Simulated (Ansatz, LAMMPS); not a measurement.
# Relaxing amorphous SiO2 (84 atoms), part 2 of 4

Aim: bring amorphous SiO2 (84 atoms) to a nearby minimum of the energy and see what moves.

Ansatz 0.2.0; Kohn-Sham DFT, PBE, PAW (set soft_2), plane waves.

The cell: 28 Si and 56 O. The quench rate of 50 K/ps far exceeds what a furnace or splat quench reaches. The network of bonds at the start is that of the classical potential that made the cell. Only the Γ point is sampled in the main run, in a cell whose shortest periodic width is 11 Å.

So far. Step 3 (Single point at the start): The r.m.s. force component of 0.67 eV/Å sets the starting point.

### Step 4. Cell and atoms relaxed

The cell is relaxed with the atoms, since the starting lattice needn't suit this functional.

Contents of input.yaml:

```yaml
crystal:
  lattice:
    - [10.8288, 0.0, 0.0]
    - [0.0, 10.8288, 0.0]
    - [0.0, 0.0, 10.8288]
  atoms:
    [... the 84 atom lines of step 3 ...]
kpoints:
  mp_grid: { grid: [1, 1, 1] }
hamiltonian:
  xc: pbe
scf:
  occupations: { method: fermi_dirac, width: 0.025 }
output:
  forces: true
relax:
  f_tol: 0.04
  max_steps: 250
  cell: {}
```

Run with:

```sh
ansatz run input.yaml --threads 4 --pin off --max-ram 8192MiB --backend cpu --events-out ev --progress --plain --runs-dir out
```

Numbers of over 12 decimals in the logs are rounded to 6 here.

The log of the run:

```text
[...]
Crystal: 84 atoms, lattice volume = 1269.817 Å³
Basis set: ecut = 420 eV, 24837 PW (Γ), exchange–correlation on 150×150×150 points (8 copies of the dense FFT grid, shifted against one another)
Bands: 308, of which v1, the nominal top of the filled ones, is band 224 counted from 1 (223 counted from 0)
Symmetry: 1 space group operations
[...]
k-points: 1
[...]
SCF iter   1: F=—  HF=-49662.812834 eV  |F-HF|=—  |Δ(HF+E_count)|=         —  Δρ=1.89e-3  dr2=3.29e-2  ethr=1.77e-3  ⟨swp⟩=7.0  Hψ=1542  notcnv=0  defer=49
[...]
SCF iter   7: F=-49662.821331 eV  HF=-49662.821331 eV  |F-HF|=3.84e-8  |Δ(HF+E_count)|=   5.52e-7  Δρ=3.02e-6  dr2=9.06e-8  ethr=2.23e-11  ⟨swp⟩=4.0  Hψ=983  notcnv=0
SCF 1 converged in 7 iterations: F = -49662.821331 eV  dr2 = 9.06e-8
[...]
relax step   1: F+E_penalty+E_count = -49662.82133102 eV  Δ(F+E_penalty+E_count) = +0.000e0 eV  max|allowed force component| = 2.355e0 eV/Å  Δτ_max = 0.0000 Å  P = -0.399 GPa  Ω = 1269.817 Å³  (7 SCF iters, dr2 threshold 1.00e-7 eV, accepted)
[... from here on, the SCF cycles and remarks between the steps are left out ...]
relax step   2: F+E_penalty+E_count = -49665.73040861 eV  Δ(F+E_penalty+E_count) = -2.909e0 eV  max|allowed force component| = 1.608e0 eV/Å  Δτ_max = 0.0953 Å  P = -0.476 GPa  Ω = 1270.590 Å³  energy of the carried Pulay correction = -2.459e-3 eV  (7 SCF iters, dr2 threshold 8.40e-6 eV, accepted)
relax step   3: F+E_penalty+E_count = -49668.49252015 eV  Δ(F+E_penalty+E_count) = -2.762e0 eV  max|allowed force component| = 4.829e-1 eV/Å  Δτ_max = 0.2000 Å  P = -0.400 GPa  Ω = 1245.928 Å³  energy of the carried Pulay correction = +7.673e-2 eV  (7 SCF iters, dr2 threshold 8.40e-6 eV, accepted)
relax step   4: F+E_penalty+E_count = -49669.19389874 eV  Δ(F+E_penalty+E_count) = -7.014e-1 eV  max|allowed force component| = 1.163e-1 eV/Å  Δτ_max = 0.2000 Å  P = -0.027 GPa  Ω = 1219.946 Å³  energy of the carried Pulay correction = +1.619e-1 eV  (7 SCF iters, dr2 threshold 8.40e-6 eV, accepted)
relax step   5: F+E_penalty+E_count = -49669.30687313 eV  Δ(F+E_penalty+E_count) = -1.130e-1 eV  max|allowed force component| = 6.287e-2 eV/Å  Δτ_max = 0.1724 Å  P = -0.018 GPa  Ω = 1214.722 Å³  energy of the carried Pulay correction = +1.792e-1 eV  (7 SCF iters, dr2 threshold 8.45e-7 eV, accepted)
relax step   6: F+E_penalty+E_count = -49669.31172553 eV  Δ(F+E_penalty+E_count) = -4.852e-3 eV  max|allowed force component| = 3.704e-2 eV/Å  Δτ_max = 0.0370 Å  P = +0.008 GPa  Ω = 1214.307 Å³  energy of the carried Pulay correction = +1.806e-1 eV  (7 SCF iters, dr2 threshold 2.47e-7 eV, accepted)
relax step   7: F+E_penalty+E_count = -49669.39599972 eV  Δ(F+E_penalty+E_count) = -8.427e-2 eV  max|allowed force component| = 3.973e-2 eV/Å  Δτ_max = 0.0000 Å  P = +0.057 GPa  Ω = 1214.307 Å³  stress off target by 5.80e-1 GPa  SCF on the basis re-selected at this cell (its energy is not comparable with the rows above)  (8 SCF iters)
relax step   8: F+E_penalty+E_count = -49669.40874866 eV  Δ(F+E_penalty+E_count) = -1.275e-2 eV  max|allowed force component| = 5.951e-2 eV/Å  Δτ_max = 0.0646 Å  P = -0.034 GPa  Ω = 1216.573 Å³  energy of the carried Pulay correction = -7.627e-3 eV  (7 SCF iters, dr2 threshold 8.40e-7 eV, accepted)
relax step   9: F+E_penalty+E_count = -49669.41655691 eV  Δ(F+E_penalty+E_count) = -7.808e-3 eV  max|allowed force component| = 2.296e-2 eV/Å  Δτ_max = 0.0166 Å  P = +0.004 GPa  Ω = 1215.851 Å³  energy of the carried Pulay correction = -5.211e-3 eV  (7 SCF iters, dr2 threshold 2.46e-7 eV, accepted)
relax step  10: F+E_penalty+E_count = -49669.42542851 eV  Δ(F+E_penalty+E_count) = -8.872e-3 eV  max|allowed force component| = 2.320e-2 eV/Å  Δτ_max = 0.0000 Å  P = +0.015 GPa  Ω = 1215.851 Å³  stress off target by 8.96e-2 GPa  SCF on the basis re-selected at this cell (its energy is not comparable with the rows above)  (6 SCF iters)
relax step  11: F+E_penalty+E_count = -49669.42469626 eV  Δ(F+E_penalty+E_count) = +7.322e-4 eV  max|allowed force component| = 2.588e-3 eV/Å  Δτ_max = 0.0071 Å  P = +0.001 GPa  Ω = 1216.250 Å³  energy of the carried Pulay correction = -1.293e-3 eV  (7 SCF iters, dr2 threshold 2.01e-8 eV, accepted)
relax step  12: F+E_penalty+E_count = -49669.42405518 eV  Δ(F+E_penalty+E_count) = +6.411e-4 eV  max|allowed force component| = 2.619e-3 eV/Å  Δτ_max = 0.0000 Å  P = +0.002 GPa  Ω = 1216.250 Å³  stress off target by 8.54e-3 GPa  SCF on the basis re-selected at this cell (its energy is not comparable with the rows above)  (4 SCF iters)
basis re-selected at this cell: Δ(F+E_penalty+E_count) = +6.411e-4 eV, ΔP = +0.000 GPa vs the last step (what re-selecting the basis moved, of the pressure what is left beyond the Pulay correction that the steps carried, after the strain that the cell walked since its last selection, [...]
SCF converged after 4 iterations
Free energy (F): -49669.424055 eV
[...]
Internal energy: -49669.424055 eV  (E = F + TS)
E sigma→0 (E₀):  -49669.424055 eV
Fermi energy:    4.011138 eV
[...]
--- Forces (eV/Å), atoms counted from 1 ---
  atom   1  Si     0.00066354    -0.00040095     0.00017843
  atom   2  Si    -0.00035248     0.00052920    -0.00055848
  atom   3  Si    -0.00145848     0.00025695    -0.00242489
  atom   4  Si     0.00096572     0.00123815    -0.00050624
  atom   5  Si     0.00189570     0.00016846     0.00030367
  atom   6  Si    -0.00182189    -0.00122734    -0.00105464
  atom   7  Si    -0.00001541    -0.00007668     0.00102733
  atom   8  Si    -0.00082225    -0.00076557    -0.00030953
  atom   9  Si     0.00041341    -0.00053585     0.00055865
  atom  10  Si    -0.00069014     0.00037001     0.00094907
  atom  11  Si     0.00086544     0.00113538    -0.00121674
  atom  12  Si     0.00124115     0.00081274     0.00016877
  atom  13  Si     0.00088393     0.00001003    -0.00032976
  atom  14  Si    -0.00218668    -0.00079081    -0.00154439
[...]
atom  83  O     -0.00024805     0.00096787     0.00044303
  atom  84  O      0.00037635     0.00018768    -0.00006689
  max |Σ_I F_I| component: 2.77e-5 eV/Å
--- Stress (GPa, compression-positive) ---
        0.003873       0.001845      -0.004335
        0.001845      -0.003263      -0.000868
       -0.004335      -0.000868       0.003920
  P = ⅓ Tr σ = 0.0015 GPa (0.015 kbar)
--- Relaxed structure (9 steps of the walk, 9 accepted, 3 SCFs on fresh bases) ---
  F+E_penalty+E_count = -49669.42405518 eV   max|allowed force component| = 2.619e-3 eV/Å   (the final SCF, on the basis selected at the relaxed cell)
  cell:  # Å, volume = 1216.2503 Å³
    - [11.176818, 0.354180, -0.386381]
    - [0.354180, 9.932054, 0.030952]
    - [-0.386381, 0.030952, 10.982285]
  atoms:
    - { symbol: Si, position: [0.229785, 0.275226, 0.356335] }
    - { symbol: Si, position: [0.134509, 0.698828, 0.567254] }
    - { symbol: Si, position: [0.325876, 1.001416, 0.798158] }
    - { symbol: Si, position: [0.799664, 0.000964954, 0.384451] }
[...]
- { symbol: O, position: [0.553282, 0.524864, 0.244674] }
```

The job ended after 2 min (4 threads of Arm Neoverse V1, shared host; peak memory 1.4 GiB).

The steps of the relaxation:

| step | energy less that of the first step (eV) | largest force component (eV/Å) | pressure (GPa) | volume (Å³) |
| --- | --- | --- | --- | --- |
| 1 | 0.0000 | 2.3552 | -0.40 | 1269.82 |
| 2 | -2.9091 | 1.6080 | -0.48 | 1270.59 |
| 3 | -5.6712 | 0.4829 | -0.40 | 1245.93 |
| 4 | -6.3726 | 0.1163 | -0.03 | 1219.95 |
| 5 | -6.4855 | 0.0629 | -0.02 | 1214.72 |
| 6 | -6.4904 | 0.0370 | 0.01 | 1214.31 |
| 7* | -6.5747 | 0.0397 | 0.06 | 1214.31 |
| 8 | -6.5874 | 0.0595 | -0.03 | 1216.57 |
| 9 | -6.5952 | 0.0230 | 0.00 | 1215.85 |
| 10* | -6.6041 | 0.0232 | 0.02 | 1215.85 |
| 11 | -6.6034 | 0.0026 | 0.00 | 1216.25 |
| 12* | -6.6027 | 0.0026 | 0.00 | 1216.25 |

Relaxation steps marked * repeat the geometry before them on a plane-wave basis chosen anew for their cell, so energy and pressure can jump there.

| cell as run | before | after | change |
| --- | --- | --- | --- |
| a (Å) | 10.829 | 11.189 | +3.3 % |
| b (Å) | 10.829 | 9.938 | -8.2 % |
| c (Å) | 10.829 | 10.989 | +1.5 % |
| α (°) | 90.00 | 89.73 | -0.3 % |
| β (°) | 90.00 | 93.99 | +4.4 % |
| γ (°) | 90.00 | 86.15 | -4.3 % |
| volume (Å³/atom) | 15.12 | 14.48 | -4.2 % |

The atoms that moved most (Å, as changes of fractional coordinates times the final cell):

| atom | dx | dy | dz | length |
| --- | --- | --- | --- | --- |
| O56 | 0.419 | -0.358 | -0.160 | 0.574 |
| O40 | 0.403 | -0.190 | -0.311 | 0.544 |
| O70 | 0.434 | -0.172 | 0.237 | 0.524 |
| O59 | 0.320 | -0.365 | -0.131 | 0.503 |
| O32 | 0.333 | -0.071 | 0.369 | 0.502 |
| O69 | -0.250 | -0.011 | -0.378 | 0.454 |
| O63 | -0.102 | 0.413 | 0.123 | 0.443 |
| O54 | 0.171 | 0.237 | -0.329 | 0.440 |

The relaxation changed the energy by -78.6 meV/atom, and atoms moved by 0.29 Å r.m.s., 0.57 Å at most.

### Step 5. Structure statistics after relaxation

Bonds before and after, by the cutoffs listed below:

| pair | bonds before | bonds after | mean before (Å) | mean after (Å) | spread before (Å) | spread after (Å) |
| --- | --- | --- | --- | --- | --- | --- |
| O-Si | 112 | 112 | 1.631 | 1.632 | 0.028 | 0.012 |

Density 2.30 g/cm³, 14.48 Å³ an atom.

g(r), total and by pair (bins of 0.1 Å):

| r (Å) | total | O-O | O-Si | Si-Si |
| --- | --- | --- | --- | --- |
| 1.55 | 0.00 | 0.00 | 0.00 | 0.00 |
| 1.65 | 11.60 | 0.00 | 26.10 | 0.00 |
| 1.75 | 0.00 | 0.00 | 0.00 | 0.00 |
| 1.85 | 0.00 | 0.00 | 0.00 | 0.00 |
| 1.95 | 0.00 | 0.00 | 0.00 | 0.00 |
| 2.05 | 0.00 | 0.00 | 0.00 | 0.00 |
| 2.15 | 0.00 | 0.00 | 0.00 | 0.00 |
| 2.25 | 0.00 | 0.00 | 0.00 | 0.00 |
| 2.35 | 0.00 | 0.00 | 0.00 | 0.00 |
| 2.45 | 0.04 | 0.10 | 0.00 | 0.00 |
| 2.55 | 1.55 | 3.49 | 0.00 | 0.00 |
| 2.65 | 3.20 | 7.20 | 0.00 | 0.00 |
| 2.75 | 1.43 | 3.21 | 0.00 | 0.00 |
| 2.85 | 0.30 | 0.54 | 0.00 | 0.60 |
| 2.95 | 0.54 | 0.50 | 0.00 | 2.83 |
| 3.05 | 0.65 | 0.20 | 0.07 | 4.77 |
| 3.15 | 0.91 | 0.62 | 0.25 | 4.72 |
| 3.25 | 0.81 | 0.76 | 0.64 | 1.66 |
| 3.35 | 0.76 | 0.82 | 0.88 | 0.00 |
| 3.45 | 0.48 | 0.31 | 0.78 | 0.00 |
| 3.55 | 0.78 | 0.39 | 1.37 | 0.00 |
| 3.65 | 0.80 | 0.61 | 1.20 | 0.00 |
| 3.75 | 0.99 | 0.62 | 1.62 | 0.00 |
| 3.85 | 1.00 | 0.62 | 1.62 | 0.00 |
| 3.95 | 1.23 | 0.87 | 1.82 | 0.31 |
| 4.05 | 1.06 | 0.49 | 1.81 | 0.30 |
| 4.15 | 1.35 | 0.97 | 1.97 | 0.43 |
| 4.25 | 1.33 | 0.71 | 2.05 | 0.95 |
| 4.35 | 1.00 | 0.85 | 1.08 | 1.30 |
| 4.45 | 0.75 | 0.78 | 0.66 | 0.99 |
| 4.55 | 1.09 | 0.93 | 1.02 | 2.03 |
| 4.65 | 1.19 | 1.51 | 0.66 | 2.06 |
| 4.75 | 1.19 | 1.42 | 0.96 | 1.21 |
| 4.85 | 1.28 | 1.60 | 0.76 | 2.10 |
| 4.95 | 0.94 | 1.34 | 0.53 | 1.01 |

Bonds by pair of elements; cutoffs follow the first minimum of g(r), held within bounds set by covalent radii, and pairs that aren't listed don't count as bonded:

| pair A-B | cutoff (Å) | bonds | mean length (Å) | spread (Å) | shortest (Å) | B about A | A about B |
| --- | --- | --- | --- | --- | --- | --- | --- |
| O-Si | 2.08 | 112 | 1.63 | 0.012 | 1.60 | 2 | 4 |

How many atoms have how many bonded neighbours:

| element | mean | 2 | 4 |
| --- | --- | --- | --- |
| O | 2 | 56 | 0 |
| Si | 4 | 0 | 28 |

Bond angles (no mean is given where the spread exceeds 20°):

| angle | count | mean (°) | spread (°) |
| --- | --- | --- | --- |
| O-Si-O | 168 | 110 | 4.8 |
| Si-O-Si | 56 | 144 | 12.4 |

Oxygen atoms by the number of network formers (Si, P, Ge, B, Al, As, Ga) bound to them:

| network formers bound to O | O atoms | per cent |
| --- | --- | --- |
| 0 | 0 | 0 |
| 1 | 0 | 0 |
| 2 | 56 | 100 |

Network units: each former by its oxygen neighbours and how many of them bridge to another former:

| former | O neighbours | bridging O | atoms |
| --- | --- | --- | --- |
| Si | 4 | 4 | 28 |

Rings of the network by King's shortest-path rule, up to 12 atoms, one path for each pair of neighbours; H, halogens, alkali and alkaline-earth atoms are left out, and the last column divides by all other atoms, bonded or not:

| ring size (atoms) | rings | per network atom |
| --- | --- | --- |
| 8 | 5 | 0.06 |
| 10 | 10 | 0.119 |
| 12 | 16 | 0.19 |

For some of the pairs, g(r) has its first main peak near 2.6 Å (O-O), 1.6 Å (O-Si) and 3.1 Å (Si-Si). Counting bonds as in the table, all O atoms have 2 and all Si atoms have 4 bonded neighbours. The O-Si-O angle averages 110° with a spread of 5°. 100 % of the oxygens bridge two formers (Si) and 0 % are non-bridging. The commonest Si unit has 4 oxygens, 4 of them shared with other formers (28 of 28 atoms). Rings of 12 atoms are the most common (52 % of those counted); sizes run from 8 to 12, where the search stops.

(Continued in part 3 of 4.)

[Logs are printed without paths, hosts, clocks, repeated set-up lines and the standing remarks that a program may print on its own settings, such as how far it seeks lower states.]

[Hosts, paths, dates, database ids (printed as entryN), source tags and the programs' standing remarks are cut or masked in the printed files.]
